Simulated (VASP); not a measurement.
# MoSe2 (P6_3/mmc) in VASP: further runs

One crystal, MoSe2, is run at these levels: PBE+D3(BJ); tasks: relaxation of cell and atoms.

Everything below comes from runs of VASP 6.6.1. Logs are shortened: lines on timing, memory, paths and dates and some standing lists are left out, and cuts for length are marked.

## Step 1: Starting point

Symmetry: P6_3/mmc, No. 194, hexagonal system. Conventional cell: a = 3.288 Å, b = 3.288 Å, c = 12.900 Å, α = 90.00°, β = 90.00°, γ = 120.00°. Mo (site symmetry -6m2) is surrounded by 6 Se at 2.49 Å. Around Se (site symmetry 3m) lie 3 Mo at 2.49 Å.

## Step 2: Relaxation of cell and atoms, PBE+D3(BJ)

Contents of INCAR:

```
SYSTEM = MoSe2
ALGO = Normal
EDIFF = 1E-6
EDIFFG = -0.01
ENCUT = 600
GGA = PE
IBRION = 2
ISIF = 3
ISMEAR = 0
IVDW = 12
KPAR = 4
LASPH = .TRUE.
LCHARG = .FALSE.
LREAL = .FALSE.
LWAVE = .FALSE.
NELM = 80
NSW = 90
PREC = Accurate
SIGMA = 0.03
```

Contents of KPOINTS:

```
k-points
0
G
  9 9 2
  0 0 0
```

Contents of POSCAR:

```
MoSe2
1.0
    3.2880000000      0.0000000000      0.0000000000
   -1.6440000000      2.8474915276      0.0000000000
    0.0000000000      0.0000000000     12.9000000000
Mo Se
2 4
Direct
    0.3333333333      0.6666666667      0.2500000000
    0.6666666667      0.3333333333      0.7500000000
    0.3333333333      0.6666666667      0.6250000000
    0.6666666667      0.3333333333      0.1250000000
    0.3333333333      0.6666666667      0.8750000000
    0.6666666667      0.3333333333      0.3750000000
```

Potentials or basis: VASP PAW PBE potentials, release 64 (Mo_sv, Se).

Launch:

```console
$ cat potpaw_PBE.64/Mo_sv/POTCAR potpaw_PBE.64/Se/POTCAR > POTCAR
$ mpirun -np 4 vasp_std > vasp.out
```

OUTCAR:

```text
SYSTEM = MoSe2
   EDIFF = 1E-6
   EDIFFG = -0.01
   ENCUT = 600
   GGA = PE
   IBRION = 2
   ISIF = 3
   ISMEAR = 0
   IVDW = 12
   LASPH = .TRUE.
   LREAL = .FALSE.
   NELM = 80
   NSW = 90
   PREC = Accurate
 IVDW          = 12

 ion  position               nearest neighbor table
   1  0.333  0.667  0.250-   4 2.49   6 2.49   4 2.49   6 2.49   4 2.49   6 2.49
   2  0.667  0.333  0.750-   3 2.49   5 2.49   3 2.49   5 2.49   3 2.49   5 2.49
   3  0.333  0.667  0.625-   2 2.49   2 2.49   2 2.49
   4  0.667  0.333  0.125-   1 2.49   1 2.49   1 2.49
   5  0.333  0.667  0.875-   2 2.49   2 2.49   2 2.49
   6  0.667  0.333  0.375-   1 2.49   1 2.49   1 2.49

  LATTYP: Found a hexagonal cell.
 ALAT       =     3.2880000000
 C/A-ratio  =     3.9233576642

  Lattice vectors:

 A1 = (   3.2880000000,   0.0000000000,   0.0000000000)
 A2 = (  -1.6440000000,   2.8474915276,   0.0000000000)
 A3 = (   0.0000000000,   0.0000000000,  12.9000000000)

Analysis of symmetry for initial positions (statically):
=====================================================================
 Subroutine PRICEL returns:
 Original cell was already a primitive cell.

 Routine SETGRP: Setting up the symmetry group for a
 hexagonal supercell.

 Subroutine GETGRP returns: Found 24 space group operations
 (whereof 12 operations were pure point group operations)
 out of a pool of 24 trial point group operations.

The static configuration has the point symmetry D_3d.
 The point group associated with its full space group is D_6h.

Analysis of symmetry for dynamics (positions and initial velocities):
=====================================================================
 Subroutine PRICEL returns:
 Original cell was already a primitive cell.

 Routine SETGRP: Setting up the symmetry group for a
 hexagonal supercell.

 Subroutine GETGRP returns: Found 24 space group operations
 (whereof 12 operations were pure point group operations)
 out of a pool of 24 trial point group operations.

The dynamic configuration has the point symmetry D_3d.
 The point group associated with its full space group is D_6h.

 Subroutine INISYM returns: Found 24 space group operations
 (whereof 12 operations are pure point group operations),
 and found     1 'primitive' translations

----------------------------------------------------------------------------------------

                                     Primitive cell

  volume of cell :     120.7769

  direct lattice vectors                    reciprocal lattice vectors
     3.288000000  0.000000000  0.000000000     0.304136253  0.175593148  0.000000000
    -1.644000000  2.847491528  0.000000000     0.000000000  0.351186295  0.000000000
     0.000000000  0.000000000 12.900000000     0.000000000  0.000000000  0.077519380

  length of vectors
     3.288000000  3.288000000 12.900000000     0.351186295  0.351186295  0.077519380

  position of ions in fractional coordinates (direct lattice)
     0.333333333  0.666666667  0.250000000
     0.666666667  0.333333333  0.750000000
     0.333333333  0.666666667  0.625000000
     0.666666667  0.333333333  0.125000000
     0.333333333  0.666666667  0.875000000
     0.666666667  0.333333333  0.375000000

  ion indices of the primitive-cell ions
   primitive index   ion index
                 1           1
                 2           2
                 3           3
                 4           4
                 5           5
                 6           6

----------------------------------------------------------------------------------------

 KPOINTS: k-points

Automatic generation of k-mesh.
 Grid dimensions read from file:
 generate k-points for:    9    9    2

 Generating k-lattice:

  Cartesian coordinates                     Fractional coordinates (reciprocal lattice)
     0.033792917  0.019510350  0.000000000     0.111111111  0.000000000  0.000000000
     0.000000000  0.039020699  0.000000000     0.000000000  0.111111111  0.000000000
     0.000000000  0.000000000  0.038759690     0.000000000  0.000000000  0.500000000

  Length of vectors
     0.039020699  0.039020699  0.038759690

  Shift w.r.t. Gamma in fractional coordinates (k-lattice)
     0.000000000  0.000000000  0.000000000

 Subroutine IBZKPT returns following result:
 ===========================================

 Found     24 irreducible k-points:

 Following reciprocal coordinates:
            Coordinates               Weight
  0.000000  0.000000  0.000000      1.000000
  0.111111  0.000000  0.000000      6.000000
  0.222222 -0.000000  0.000000      6.000000
  0.333333  0.000000  0.000000      6.000000
  0.444444 -0.000000  0.000000      6.000000
  0.111111  0.111111  0.000000      6.000000
[... 16 lines left out ...]
  0.333333  0.222222  0.500000     12.000000
  0.333333  0.333333  0.500000      2.000000
   k-points           NKPTS =     24   k-points in BZ     NKDIM =     24   number of bands    NBANDS=     31
   number of dos      NEDOS =    301   number of ions     NIONS =      6
   total plane-waves  NPLWV =  84672
   dimension x,y,z NGX =    28 NGY =   28 NGZ =  108
   dimension x,y,z NGXF=    56 NGYF=   56 NGZF=  216
   ions per type =               2   4
   NGX,Y,Z   is equivalent  to a cutoff of  14.16, 14.16, 13.92 a.u.
   NGXF,Y,Z  is equivalent  to a cutoff of  28.31, 28.31, 27.84 a.u.
 SYSTEM =  MoSe2
   PREC   = accura    normal or accurate (medium, high low for compatibility)
   ISTART =      0    job   : 0-new  1-cont  2-samecut
   ICHARG =      2    charge: 1-file 2-atom 10-const
   ISPIN  =      1    spin polarized calculation?
   LNONCOLLINEAR =      F non collinear calculations
   LSORBIT =      F    spin-orbit coupling
   LASPH  =      T    aspherical Exc in radial PAW
   ENCUT  =  600.0 eV  44.10 Ry    6.64 a.u.   6.57  6.57 25.76*2*pi/ulx,y,z
   NELM   =     80;   NELMIN=  2; NELMDL= -5     # of ELM steps
   EDIFF  = 0.1E-05   stopping-criterion for ELM
   LREAL  =      F    real-space projection
   EDIFFG = -.1E-01   stopping-criterion for IOM
   NSW    =     90    number of steps for IOM
   IBRION =      2    ionic relax: 0-MD 1-quasi-New 2-CG
   NFREE  =      1    steps in history (QN), initial steepest desc. (CG)
   ISIF   =      3    stress and relaxation
   ISYM   =      2    0-nonsym 1-usesym 2-fastsym
   POTIM  = 0.5000    time-step for ionic-motion
   TEBEG  =    0.0;   TEEND  =   0.0 temperature during run
   PSTRESS=    0.0 pullay stress
   NELECT =      52.0000    total number of electrons
   NUPDOWN=      -1.0000    fix difference up-down
   EMIN   =  10.00;   EMAX   =-10.00  energy-range for DOS
   EFERMI =   0.00;   METHOD = LEGACY
   ISMEAR =     0;   SIGMA  =   0.03  broadening in eV -4-tet -1-fermi 0-gaus
   EFERMI_NEDOS =   21; number of points for ismear=-14 and -15
   IALGO  =     38    algorithm
   IMIX   =      4    mixing-type and parameters
     AMIX     =   0.40;   BMIX     =  1.00
     AMIX_MAG =   1.60;   BMIX_MAG =  1.00
  volume/ion in A,a.u.               =      20.13       135.84
  Fermi-wavevector in a.u.,A,eV,Ry     =   1.236179  2.336039 20.791580  1.528138
  Thomas-Fermi vector in A             =   2.370798
   LORBIT       =      0    0 simple, 1 ext, 2 COOP (PROOUT), +10 PAW based schemes
   GGA     = PE    functional components
   LHFCALC =     F    Hartree Fock is set to
   AEXX    =    0.0000 exact exchange contribution
   IVDW    =    12    specifies the selected vdW correction
   LEPSILON=     F    determine dielectric tensor
   LRPA    =     F    only Hartree local field effects (RPA)
 conjugate gradient relaxation of ions
 non-spin polarized calculation
 Gauss-broadening in eV      SIGMA  =   0.03
  energy-cutoff  :      600.00
  volume of cell :      120.78
 maximum number of plane-waves:      4085
 NGX is ok and might be reduce to    28
   NGX = 13   NGY = 13   NGZ = 51

--------------------------------------- Ionic step        1  -------------------------------------------

 number of electron      52.0000000 magnetization

 Free energy of the ion-electron system (eV)
  ---------------------------------------------------
  ext. energy  EPLUGINS =         0.00000000
  ---------------------------------------------------
  free energy    TOTEN  =       -39.72286923 eV

  energy without entropy =      -39.72286923  energy(sigma->0) =      -39.72286923

------------------------ aborting loop because EDIFF is reached ----------------------------------------

 Edisp (eV)   -2.81791

 E8    (eV) :    -1.2164

  FORCE on cell =-STRESS in cart. coord.  units (eV):
  Direction    XX          YY          ZZ          XY          YZ          ZX
  --------------------------------------------------------------------------------------
  -------------------------------------------------------------------------------------
  Total       2.00732     2.00732     6.19748     0.00000    -0.00000     0.00000
  in kB      26.62825    26.62825    82.21330     0.00000    -0.00000     0.00000
  external pressure =       45.16 kB  Pullay stress =        0.00 kB
[... 109 lines left out ...]
  FREE ENERGIE OF THE ION-ELECTRON SYSTEM (eV)
  ---------------------------------------------------
  free  energy   TOTEN  =       -42.6480674996 eV

  energy  without entropy=      -42.6480674996  energy(sigma->0) =      -42.64806750

[... ionic steps 4 to 11 ...]

--------------------------------------- Ionic step       12  -------------------------------------------

 number of electron      52.0000002 magnetization

------------------------ aborting loop because EDIFF is reached ----------------------------------------

 Edisp (eV)   -2.87569

 E8    (eV) :    -1.2406
[... 77 lines left out ...]
  energy  without entropy=      -42.6832728288  energy(sigma->0) =      -42.68327283

--------------------------------------- Ionic step       14  -------------------------------------------

 number of electron      52.0000002 magnetization

 Free energy of the ion-electron system (eV)
  ---------------------------------------------------
  ext. energy  EPLUGINS =         0.00000000
  ---------------------------------------------------
  free energy    TOTEN  =       -39.81140704 eV

  energy without entropy =      -39.81140704  energy(sigma->0) =      -39.81140704

 E-fermi :   6.9794     XC(G=0): -10.8318

 val. band max:        6.7250385893   @ k =   0.0000   0.0000   0.0000
 cond. band min:       7.5672989215   @ k =   0.2222   0.1111   0.0000
 fundamental gap:      0.8422603322
 Fermi energy:         6.9793555281

 k-point     1 :       0.0000    0.0000    0.0000
  band No.  band energies     occupation
      1     -54.4806      2.00000
      2     -54.4806      2.00000
      3     -28.6511      2.00000
      4     -28.6510      2.00000
      5     -28.4536      2.00000
      6     -28.4536      2.00000
[... 842 lines left out ...]
  FREE ENERGIE OF THE ION-ELECTRON SYSTEM (eV)
  ---------------------------------------------------
  free  energy   TOTEN  =       -42.6851719021 eV

  energy  without entropy=      -42.6851719021  energy(sigma->0) =      -42.68517190

 reached required accuracy - stopping structural energy minimisation
```

Wall time 7.4 min (4 MPI ranks of Intel Xeon Platinum 8375C at 2.90GHz (Ice Lake), shared host); peak memory 0.35 GiB.

What came out:

- Free energy: -42.6852 eV
- Relaxed volume: 19.74 Å³/atom
- Relaxed cell: a = 3.279 Å, b = 3.279 Å, c = 12.725 Å, α = 90.00°, β = 90.00°, γ = 120.00°
- Space group after relaxing (to 0.05 Å): P6_3/mmc (No. 194)
- Energy gained by relaxing: 24.1 meV/atom
- Ionic steps: 14
- Pressure after relaxing: 0.0 GPa
- Band gap on the k mesh: 0.84 eV, indirect (least direct gap 1.46 eV)
- Dispersion energy per atom: -0.479 eV

Step by step:
| step | energy change (eV) | largest force (eV/Å) | pressure (GPa) | volume (Å³) |
| --- | --- | --- | --- | --- |
| 1 | 0.0000 | 1.1441 | 4.52 | 120.78 |
| 2 | 0.2308 | 1.2853 | -9.26 | 130.92 |
| 3 | -0.1073 | 0.1481 | -1.23 | 124.27 |
| 4 | -0.1075 | 0.1809 | -1.04 | 124.14 |
| 5 | -0.1225 | 0.1168 | -0.28 | 122.48 |
| 6 | -0.1232 | 0.0997 | -0.06 | 122.02 |
| 7 | -0.1275 | 0.0908 | -0.06 | 121.61 |
| 8 | -0.1379 | 0.0632 | -0.04 | 120.35 |
| 9 | -0.1435 | 0.0013 | 0.20 | 117.83 |
| 10 | -0.1443 | 0.0241 | 0.12 | 118.56 |
| 11 | -0.1444 | 0.0212 | 0.12 | 118.46 |
| 12 | -0.1443 | 0.0191 | 0.13 | 118.39 |
| 13 | -0.1425 | 0.1161 | -0.76 | 118.94 |
| 14 | -0.1444 | 0.0004 | 0.01 | 118.46 |

Final structure:
```
CELL_PARAMETERS angstrom
3.27866 0.00000 0.00000
-1.63933 2.83941 0.00000
0.00000 0.00000 12.72501
ATOMIC_POSITIONS crystal
Mo 0.33333 0.66667 0.25000
Mo 0.66667 0.33333 0.75000
Se 0.33333 0.66667 0.61833
Se 0.66667 0.33333 0.11833
Se 0.33333 0.66667 0.88167
Se 0.66667 0.33333 0.38167
```

Caveat: an odd mesh through Γ misses points on the zone boundary, where band edges often lie. A hybrid or GW would open this gap; PBE tends to underestimate it.

(Continued in part 2 of 2.)
